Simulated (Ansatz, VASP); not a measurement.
## One calculation of Li, two programs

```xyz
2
Lattice="0.0000 -2.0886 -2.0886 0.0000 2.0886 -2.0886 4.1772 0.0000 0.0000" Properties=species:S:1:pos:R:3 pbc="T T T"
Li    2.0886   -0.3400   -2.4286
Li    0.0000    0.3400    0.3400
```

Change from the starting cell: mode 4 frozen in at -0.340 Å and mode 5 at -0.340 Å (largest displacements).

Alike in both runs: task single point; functional PBE; dispersion D3(BJ); k mesh 16 × 16 × 12; occupations gaussian, width 0.15 eV; no spin polarisation.

|  | VASP | Ansatz |
| --- | --- | --- |
| version | VASP 6.6.1 | Ansatz 0.2.0 |
| potentials or method | VASP PAW PBE potentials, release 64 (Li_sv) | scalar-relativistic, plane waves, PAW |
| plane-wave cutoff (eV) | 520 | 520 |
| valence electrons in the cell | 6 | 6 |

```csv
,VASP,Ansatz,Ansatz less VASP
gap on the k mesh at the Fermi level (eV),none,none,-
rms of the force components (eV/Å),0.201,0.201,-0.0006
```

Atom by atom the forces differ by 0.001 eV/Å (rms over components). A gap of «none» marks a metal or a gap that the smearing closes.
